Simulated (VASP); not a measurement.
# Bi₂Se₃: band gap, by RSMBJ

Bi₂Se₃, sheet, 5 atoms in the cell. LMBJ; PAW potentials Se, Bi_d (PBE set).

| RSMBJ | Gap on the mesh (eV) | Time (s) |
|---|---|---|
| 4.0 | 1.48 | 830 |
| 5.0 | 1.48 | 1061 |
| 7.0 | 1.48 | 597 |
| 10.0 | 1.48 | 993 |

Limits: Spin-orbit coupling is left out, and with elements this heavy it changes the gap.

## Input of the first row

INCAR.step1:
```
SYSTEM = Bi2Se3
ALGO     = Normal         ! electronic algorithm
EDIFF    = 1E-5           ! SCF threshold, eV
ENCUT    = 520            ! plane-wave cutoff, eV
GGA      = PE             ! functional
GGA_COMPAT= .FALSE.      
ISIF     = 2              ! what is computed and relaxed
ISMEAR   = 0              ! smearing method
KPAR     = 4            
LASPH    = .TRUE.         ! aspherical terms in the spheres
LCHARG   = .FALSE.        ! write CHGCAR
LREAL    = .FALSE.        ! projectors in reciprocal space
LWAVE    = .TRUE.         ! write WAVECAR
NBANDS   = 32             ! bands
NELM     = 150            ! most SCF steps
PREC     = Accurate       ! precision mode
SIGMA    = 0.02           ! smearing width, eV
```

INCAR.step2, as INCAR.step1 but for:
```
- EDIFF = 1E-5
- GGA = PE
- ISIF = 2
- LWAVE = .TRUE.
- NELM = 150
+ EDIFF = 1E-6
+ ISIF = 0
+ ISTART = 1
+ LMIXTAU = .TRUE.
+ LWAVE = .FALSE.
+ METAGGA = LMBJ
+ NELM = 300
+ RSMBJ = 4.0
```

KPOINTS:
```
k-points
0
Gamma
  6 6 1
```

KPOINTS_OPT:
```
path GMKGALHA,LM,KH
10
line-mode
reciprocal
 0.0000000000  0.0000000000  0.0000000000  G
 0.5000000000  0.0000000000  0.0000000000  M

 0.5000000000  0.0000000000  0.0000000000  M
 0.3333333333 -0.3333333333  0.0000000000  K

 0.3333333333 -0.3333333333  0.0000000000  K
 0.0000000000  0.0000000000  0.0000000000  G

 0.0000000000  0.0000000000  0.0000000000  G
 0.0000000000  0.0000000000 -0.5000000000  A

 0.0000000000  0.0000000000 -0.5000000000  A
 0.5000000000  0.0000000000 -0.5000000000  L

 0.5000000000  0.0000000000 -0.5000000000  L
 0.3333333333 -0.3333333333 -0.5000000000  H

 0.3333333333 -0.3333333333 -0.5000000000  H
 0.0000000000  0.0000000000 -0.5000000000  A

 0.5000000000  0.0000000000 -0.5000000000  L
 0.5000000000  0.0000000000  0.0000000000  M

 0.3333333333 -0.3333333333  0.0000000000  K
 0.3333333333 -0.3333333333 -0.5000000000  H
```

POSCAR:
```
Bi2Se3
1.0
    4.1430000000      0.0000000000      0.0000000000
    2.0715000000      3.5879432479      0.0000000000
    0.0000000000      0.0000000000     22.9661842666
Se Bi
3 2
Direct
    0.0000000000      0.0000000000      0.5000000000
    0.3333333333      0.3333333333      0.6516617690
    0.6666666667      0.6666666667      0.3483382310
    0.3333333333      0.3333333333      0.4158773855
    0.6666666667      0.6666666667      0.5841226145
```

Commands (each step's output is kept before the next begins):
```
cat potpaw_PBE.64/Se/POTCAR potpaw_PBE.64/Bi_d/POTCAR > POTCAR
cp INCAR.step1 INCAR
mpirun -np 4 vasp_std > vasp.out
cp INCAR.step2 INCAR
mpirun -np 4 vasp_std > vasp.out
```

Changes of the last row against the first:
```
(step 2)
- RSMBJ = 4.0
+ RSMBJ = 10.0
```

VASP 6.6.1 took 830 s on 4 cores (AMD EPYC 9R45 (Zen 5)), a shared host.
